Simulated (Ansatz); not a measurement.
**Run on Ni (I4/mmm) — stretched by 4 % along z at fixed volume; spin–orbit coupling, moments along [001]**

The calculation used Ansatz, DFT, PBE, PAW with Ansatz's default frozen-core files, fully relativistic files with spin-orbit coupling.

Command: `ansatz run input.yaml --threads 2 --pin off --max-ram 4096MiB --backend cpu --events-out ev --progress --plain --runs-dir out`

```yaml
crystal:
  lattice:
    - [-1.3568446506, 1.3568446506, 1.4390640888]
    - [1.3568446506, -1.3568446506, 1.4390640888]
    - [1.3568446506, 1.3568446506, -1.4390640888]
  atoms:
    - { symbol: Ni, position: [0.0, 0.0, 0.0], spin: 0.6, spin_axis: [0.0, 0.0, 1.0] }
magnetization:
  noncollinear: true
  spin_orbit: true
kpoints:
  mp_grid: { grid: [15, 15, 15] }
scf:
  occupations: { method: fermi_dirac, width: 0.05 }
  convergence: { dr2_threshold: 1.0e-09 }
  max_iter: 120
  lower_state_search: "off"
hamiltonian:
  xc: pbe
  pseudopotentials: { kind: paw_fr }
output:
  eigenvalues: false
  hubbard: { sites: [{ species: Ni, l: d }] }
  write_density: true
  write_potential: true
  elf: true
  volumetric_format: npy
```

Output:

```
settings of this run that can trade accuracy for cost: output.eigenvalues: false. Do not mix this run's numbers with those of runs without the same settings; the input reference describes each key
Engine: ansatz 0.2.0
Pseudopotentials: kind: paw_fr
Pseudopotential: Ni, paw_fr, valence charge 18, recommended cutoff 420 eV (normal), Ni.paw.azcp#standard-fr
Functional definition: PBE
  parameter kappa = 0.804
  parameter beta = 0.06672455060314922
  exchange = pbe_x(kappa = kappa, mu = beta*pi^2/3)
  correlation = pbe_c(beta = beta)
Crystal: 1 atoms, lattice volume = 10.597 Å³
Basis set: ecut = 420 eV, 201 PW (Γ)
Bands: 26, of which v1, the nominal top of the filled ones, is band 18 counted from 1 (17 counted from 0)
Symmetry: 8 space group operations + 8 with time reversal
Magnetic group: BNS 139.537 (UNI 1197), of the structure as read, at distance tolerance 2.2e-5 Å
k-points: 288 of 3375 (time reversal used)
Projection manifold: j_resolved (fully-relativistic pseudo-atomic orbitals)
Non-local potential: Ni, projectors of the file, l = 0: 3, l = 1: 4, l = 2: 6, l = 3: 2
PAW form: soft (Blöchl's): semilocal exchange-correlation on the pseudo side does not see the compensation charge
PAW one-centre angular grid: Ni, 590 points (default); XC on 64 Gauss nodes
Initial density: superposition of atomic densities (chi_scale 0.1, normalization cell)
Starting moments: Σ|m| = 0.6 μB on 1 of 1 site
Initial wavefunctions: pseudopotential atomic-orbital guess
Functional: x = pbe(κ = 0.804, μ = 0.2195149727645171), c = pbe(β = 0.06672455060314922)
iter 1 solved again at ethr=3.26e-4 eV; its pass at ethr=3.10e-3 eV (dr2=5.87e-2 eV) is discarded
SCF iter   1: F=—  HF=-5839.924146 eV  |F-HF|=—  |Δ(HF+E_count)|=         —  Δρ=3.80e-2  dr2=5.72e-2  dr2_m=5.12e-3  ethr=3.26e-4  |M|=4.98e-1 ∫|m|=5.16e-1 μB  |m|>n=0.0e0 m-floor=0.0e0 τ_xc=0.0e0 mc-row=0.0e0  β_m=0.30  ⟨swp⟩=1.8  Hψ=48684  notcnv=0
preconditioner: auto → none  [metal: Δε(μ)=0.002 eV  Ē_g=14.480 eV  σ=0.050 eV  W_gap=0.01  n_scr=0 (ndim 8)  ℏωp=36.1 eV  f_vac=0.000  D(μ)=2.09/eV (n_scr^D=42)]
SCF iter   2: F=—  HF=-5839.925315 eV  |F-HF|=—  |Δ(HF+E_count)|=   1.17e-3  Δρ=1.43e-2  dr2=2.48e-3  dr2_m=3.04e-3  ethr=3.18e-4  |M|=5.01e-1 ∫|m|=5.26e-1 μB  |m|>n=0.0e0 m-floor=0.0e0 τ_xc=1.6e-5 mc-row=0.0e0  β_m=0.30  ⟨swp⟩=2.6  Hψ=12381  notcnv=0  defer=1
SCF iter   3: F=—  HF=-5839.927233 eV  |F-HF|=—  |Δ(HF+E_count)|=   1.92e-3  Δρ=1.45e-2  dr2=6.50e-3  dr2_m=1.99e-3  ethr=1.38e-5  |M|=4.98e-1 ∫|m|=5.30e-1 μB  |m|>n=0.0e0 m-floor=0.0e0 τ_xc=2.2e-5 mc-row=0.0e0  β_m=1.00  ⟨swp⟩=2.1  Hψ=14688  notcnv=0  defer=173
SCF iter   4: F=—  HF=-5839.930961 eV  |F-HF|=—  |Δ(HF+E_count)|=   3.73e-3  Δρ=3.82e-3  dr2=3.16e-4  dr2_m=3.55e-4  ethr=1.38e-5  |M|=4.94e-1 ∫|m|=5.44e-1 μB  |m|>n=0.0e0 m-floor=0.0e0 τ_xc=1.9e-5 mc-row=0.0e0  β_m=1.00  ⟨swp⟩=2.1  Hψ=14797  notcnv=0  defer=229
SCF iter   5: F=—  HF=-5839.931589 eV  |F-HF|=—  |Δ(HF+E_count)|=   6.28e-4  Δρ=2.37e-3  dr2=1.96e-4  dr2_m=1.37e-4  ethr=1.75e-6  |M|=4.98e-1 ∫|m|=5.52e-1 μB  |m|>n=0.0e0 m-floor=0.0e0 τ_xc=3.0e-5 mc-row=0.0e0  β_m=1.00  ⟨swp⟩=1.5  Hψ=7784  notcnv=0  defer=228
SCF iter   6: F=—  HF=-5839.932131 eV  |F-HF|=—  |Δ(HF+E_count)|=   5.42e-4  Δρ=1.94e-3  dr2=5.98e-6  dr2_m=9.23e-5  ethr=1.09e-6  |M|=5.02e-1 ∫|m|=5.59e-1 μB  |m|>n=0.0e0 m-floor=0.0e0 τ_xc=4.0e-5 mc-row=0.0e0  β_m=1.00  ⟨swp⟩=1.2  Hψ=7252  notcnv=0  defer=228
SCF iter   7: F=—  HF=-5839.932514 eV  |F-HF|=—  |Δ(HF+E_count)|=   3.83e-4  Δρ=1.65e-3  dr2=4.82e-6  dr2_m=6.69e-5  ethr=3.32e-8  |M|=5.07e-1 ∫|m|=5.64e-1 μB  |m|>n=0.0e0 m-floor=0.0e0 τ_xc=4.9e-5 mc-row=0.0e0  β_m=1.00  ⟨swp⟩=2.0  Hψ=12444  notcnv=0  defer=228
SCF iter   8: F=—  HF=-5839.932798 eV  |F-HF|=—  |Δ(HF+E_count)|=   2.84e-4  Δρ=1.51e-3  dr2=1.72e-6  dr2_m=5.63e-5  ethr=2.68e-8  |M|=5.11e-1 ∫|m|=5.68e-1 μB  |m|>n=0.0e0 m-floor=0.0e0 τ_xc=5.8e-5 mc-row=0.0e0  β_m=1.00  ⟨swp⟩=2.0  Hψ=12387  notcnv=0  defer=228
SCF iter   9: F=—  HF=-5839.932999 eV  |F-HF|=—  |Δ(HF+E_count)|=   2.01e-4  Δρ=1.37e-3  dr2=5.61e-7  dr2_m=4.64e-5  ethr=9.57e-9  |M|=5.14e-1 ∫|m|=5.72e-1 μB  |m|>n=0.0e0 m-floor=0.0e0 τ_xc=6.5e-5 mc-row=0.0e0  β_m=1.00  ⟨swp⟩=2.0  Hψ=12517  notcnv=0  defer=228
SCF iter  10: F=—  HF=-5839.933146 eV  |F-HF|=—  |Δ(HF+E_count)|=   1.47e-4  Δρ=1.26e-3  dr2=6.60e-7  dr2_m=3.91e-5  ethr=3.12e-9  |M|=5.18e-1 ∫|m|=5.76e-1 μB  |m|>n=0.0e0 m-floor=0.0e0 τ_xc=7.2e-5 mc-row=0.0e0  β_m=1.00  ⟨swp⟩=2.0  Hψ=12525  notcnv=0  defer=228
SCF iter  11: F=—  HF=-5839.933256 eV  |F-HF|=—  |Δ(HF+E_count)|=   1.09e-4  Δρ=1.15e-3  dr2=4.27e-8  dr2_m=3.26e-5  ethr=3.12e-9  |M|=5.21e-1 ∫|m|=5.80e-1 μB  |m|>n=0.0e0 m-floor=0.0e0 τ_xc=7.8e-5 mc-row=0.0e0  β_m=1.00  ⟨swp⟩=2.0  Hψ=12436  notcnv=0  defer=228
SCF iter  12: F=—  HF=-5839.933339 eV  |F-HF|=—  |Δ(HF+E_count)|=   8.32e-5  Δρ=1.06e-3  dr2=2.16e-8  dr2_m=2.73e-5  ethr=2.37e-10  |M|=5.24e-1 ∫|m|=5.83e-1 μB  |m|>n=0.0e0 m-floor=0.0e0 τ_xc=8.4e-5 mc-row=0.0e0  β_m=1.00  ⟨swp⟩=3.0  Hψ=13634  notcnv=0  defer=228
SCF iter  13: F=—  HF=-5839.933403 eV  |F-HF|=—  |Δ(HF+E_count)|=   6.41e-5  Δρ=9.63e-4  dr2=1.29e-8  dr2_m=2.27e-5  ethr=1.20e-10  |M|=5.26e-1 ∫|m|=5.86e-1 μB  |m|>n=0.0e0 m-floor=0.0e0 τ_xc=8.9e-5 mc-row=0.0e0  β_m=1.00  ⟨swp⟩=3.2  Hψ=14866  notcnv=0  defer=228
SCF iter  14: F=—  HF=-5839.933453 eV  |F-HF|=—  |Δ(HF+E_count)|=   5.03e-5  Δρ=8.80e-4  dr2=1.14e-7  dr2_m=1.90e-5  ethr=7.18e-11  |M|=5.28e-1 ∫|m|=5.89e-1 μB  |m|>n=0.0e0 m-floor=0.0e0 τ_xc=9.3e-5 mc-row=0.0e0  β_m=0.30  ⟨swp⟩=3.2  Hψ=15363  notcnv=0  defer=228
Mixer restart at iter 14: flushing history
spin-set hold released at iteration 14 (site moments contracting): the magnetisation degrees of freedom join the quasi-Newton model from the next iteration; the mixer history was flushed
SCF iter  15: F=—  HF=-5839.933522 eV  |F-HF|=—  |Δ(HF+E_count)|=   6.85e-5  Δρ=1.34e-3  dr2=4.49e-8  dr2_m=4.39e-5  ethr=7.18e-11  |M|=5.30e-1 ∫|m|=5.91e-1 μB  |m|>n=0.0e0 m-floor=0.0e0 τ_xc=9.5e-5 mc-row=0.0e0  β_m=0.65  ⟨swp⟩=3.0  Hψ=17021  notcnv=0  defer=228
SCF iter  16: F=—  HF=-5839.933616 eV  |F-HF|=—  |Δ(HF+E_count)|=   9.40e-5  Δρ=1.96e-3  dr2=4.88e-7  dr2_m=9.31e-5  ethr=7.18e-11  |M|=5.36e-1 ∫|m|=5.97e-1 μB  |m|>n=0.0e0 m-floor=0.0e0 τ_xc=1.0e-4 mc-row=0.0e0  β_m=0.26  ⟨swp⟩=3.1  Hψ=17680  notcnv=0  defer=228
SCF iter  17: F=—  HF=-5839.933628 eV  |F-HF|=—  |Δ(HF+E_count)|=   1.23e-5  Δρ=1.06e-3  dr2=3.92e-5  dr2_m=2.73e-5  ethr=7.18e-11  |M|=5.38e-1 ∫|m|=6.00e-1 μB  |m|>n=0.0e0 m-floor=0.0e0 τ_xc=1.1e-4 mc-row=0.0e0  β_m=0.43  ⟨swp⟩=3.8  Hψ=19419  notcnv=0  defer=228
SCF iter  18: F=—  HF=-5839.933663 eV  |F-HF|=—  |Δ(HF+E_count)|=   3.48e-5  Δρ=2.43e-4  dr2=8.69e-7  dr2_m=1.43e-6  ethr=7.18e-11  |M|=5.48e-1 ∫|m|=6.11e-1 μB  |m|>n=0.0e0 m-floor=0.0e0 τ_xc=1.2e-4 mc-row=0.0e0  β_m=0.73  ⟨swp⟩=3.9  Hψ=18702  notcnv=0  defer=228
SCF iter  19: F=—  HF=-5839.933666 eV  |F-HF|=—  |Δ(HF+E_count)|=   2.51e-6  Δρ=5.89e-5  dr2=4.31e-9  dr2_m=8.56e-8  ethr=7.18e-11  |M|=5.50e-1 ∫|m|=6.14e-1 μB  |m|>n=0.0e0 m-floor=0.0e0 τ_xc=1.2e-4 mc-row=0.0e0  β_m=0.87  ⟨swp⟩=3.1  Hψ=16040  notcnv=0  defer=228
SCF iter  20: F=—  HF=-5839.933666 eV  |F-HF|=—  |Δ(HF+E_count)|=   1.63e-7  Δρ=2.87e-5  dr2=8.83e-10  dr2_m=2.00e-8  ethr=5.56e-12  |M|=5.50e-1 ∫|m|=6.14e-1 μB  |m|>n=0.0e0 m-floor=0.0e0 τ_xc=1.2e-4 mc-row=0.0e0  β_m=0.93  ⟨swp⟩=2.0  Hψ=24458  notcnv=0
SCF iter  21: F=-5839.933666 eV  HF=-5839.933666 eV  |F-HF|=2.91e-11  |Δ(HF+E_count)|=   9.69e-9  Δρ=1.23e-6  dr2=1.84e-11  dr2_m=3.99e-11  ethr=4.90e-12  |M|=5.50e-1 ∫|m|=6.14e-1 μB  |m|>n=0.0e0 m-floor=0.0e0 τ_xc=1.2e-4 mc-row=0.0e0  ⟨swp⟩=3.0  Hψ=19098  notcnv=0
SCF 1 converged in 21 iterations: F = -5839.933666 eV  dr2 = 1.84e-11
  greatest PAW one-centre occupation: 1.000 electrons in one spin orbital (limit 2), on the Ni atom at site 0 (counted from 0), in its partial waves of l = 1
SCF converged after 21 iterations
Magnetization: |M| = 0.5505 μB,  M = (-0.0000, -0.0000, +0.5505) μB
Absolute magnetization: 0.6147 μB (∫|m|, with the PAW one-centre terms)
  site 0: m = (+0.0000, -0.0000, +0.5799) μB, |m| = 0.5799 μB  (R = 0.99 Å)
Free energy (F): -5839.933666 eV
Harris-Foulkes:  -5839.933666 eV  (|F-HF|=2.91e-11)
Internal energy: -5839.918569 eV  (E = F + TS)
E sigma→0 (E₀):  -5839.926117 eV
Entropy (-TS):   -0.015097 eV (-15.097 meV/atom)
Fermi energy:    18.659083 eV
--- Per-component energies (eV) ---
  E_band       = -273.397546
  E_kinetic    = 282.909910
  E_local      = -3395.183086  (includes V_loc(G=0)·N_el)
  E_nonlocal   = 635.902900
  E_hartree    = 1419.109987
  E_xc         = -85.009567
  E_vxc        = -109.636040  (∫ρ·V_xc dr)
  E_paw        = -1630.178435  (= ΣΔE_a)
  E_vpaw       = -525.611562  (= ΣTr[D̂ρ^β])
  E_aug_tail   = 0.000539  (compensation charges beyond the density's cutoff)
  E_ewald      = -3067.470817
  E_smearing   = -0.015097  (= −TS)
  E_closure    = 0.000000  (closes the sum)
  Σ components = -5839.933666   (vs F -5839.933666, Δ=0.00e0)
--- Occupation matrices: 1 shell (Löwdin-built; ε = 2.00e-2, provisional) ---
  Ni0 d_3D: site group D4h (4/mmm)
  Ni0 d_3D spinor Tr n = 8.8479  λ = 0.770 0.779 0.802 0.869 0.908 0.938 0.938 0.942 0.949 0.953  [2× xz 0.50 (T2g 1.00) E1/2g(0.50) | xy 0.95 (T2g 0.95) E3/2g(1.00) | x2-y2 0.95 (Eg 0.95) E3/2g(1.00) | z2 0.93 (Eg 0.93) E1/2g(1.00) | 5× z2 0.21 (T2g 0.59) E3/2g(0.60)]
  Tr n, λ and their labels are of the run-group-symmetrised matrices; stabiliser: 16 of 32 elements of G0×{1,Θ} (closed), max defect 3.4e-15 at τ = 4.2e-3
settings of this run that can trade accuracy for cost: output.eigenvalues: false. Do not mix this run's numbers with those of runs without the same settings; the input reference describes each key
```

occupations.tsv:

```
# site	symbol	l	channel	k	occupation	cluster	real_ylm_label	real_ylm_weight	cubic_label	cubic_weight	pseudocubic_irrep	site_irrep	w_site_irrep	cell_site_irrep	w_cell_site_irrep
# site_irrep/w_site_irrep = the cluster's dominant irrep under the shell's site group (Mulliken, in the setting of the per-shell frame z, x; double-valued rows on a spinor block under rep=spin_orbital) and its weight, the cluster's purity; - without a site group
# cell_site_irrep/w_cell_site_irrep = the same under the site's group on the run's cell, the crystal's operations that keep its lattice, with its own per-shell comment where it differs; - as there, and where that group is no smaller or either group is refused
# basis = Löwdin-built
# labels = run-group-symmetrised matrices
# epsilon = 0.02 provisional = true under_converged = false
# stabiliser = 16/32 closed max_defect = 3.377e-15 tolerance = 0.0042426
# site 0 Ni l=2_3D: orbit=0, site group D4h (4/mmm), |G|=16, z=[0.000000, 0.000000, 1.000000], x=[0.000000, 1.000000, 0.000000], rep=spin_orbital
0	Ni	2_3D	spinor	0	0.769881	0	xz	0.4983	xz	0.4983	T2g	E1/2g	0.5000	-	-
0	Ni	2_3D	spinor	1	0.779296	0	xz	0.4983	xz	0.4983	T2g	E1/2g	0.5000	-	-
0	Ni	2_3D	spinor	2	0.802102	1	xy	0.9518	xy	0.9518	T2g	E3/2g	1.0000	-	-
0	Ni	2_3D	spinor	3	0.869335	2	x2-y2	0.9454	x2-y2	0.9454	Eg	E3/2g	1.0000	-	-
0	Ni	2_3D	spinor	4	0.908064	3	z2	0.9331	z2	0.9331	Eg	E1/2g	1.0000	-	-
0	Ni	2_3D	spinor	5	0.937585	4	z2	0.2125	z2	0.2125	T2g	E3/2g	0.6000	-	-
0	Ni	2_3D	spinor	6	0.937716	4	z2	0.2125	z2	0.2125	T2g	E3/2g	0.6000	-	-
0	Ni	2_3D	spinor	7	0.941708	4	z2	0.2125	z2	0.2125	T2g	E3/2g	0.6000	-	-
0	Ni	2_3D	spinor	8	0.948850	4	z2	0.2125	z2	0.2125	T2g	E3/2g	0.6000	-	-
0	Ni	2_3D	spinor	9	0.953413	4	z2	0.2125	z2	0.2125	T2g	E3/2g	0.6000	-	-
# Tr n = 8.847950
```

Site moments (μB): Ni (0.00, 0.00, 0.58). Cell moment 0.55 μB.

The Ansatz runs typed with the search for lower states off end where their start leads. None of this fixes the real material's magnetic order: only patterns that fit the cell were computed, at zero temperature, with a functional that can overstate moments.

It took 24 s on 2 threads of Arm Neoverse V1, on a shared host, peak memory 0.46 GiB.
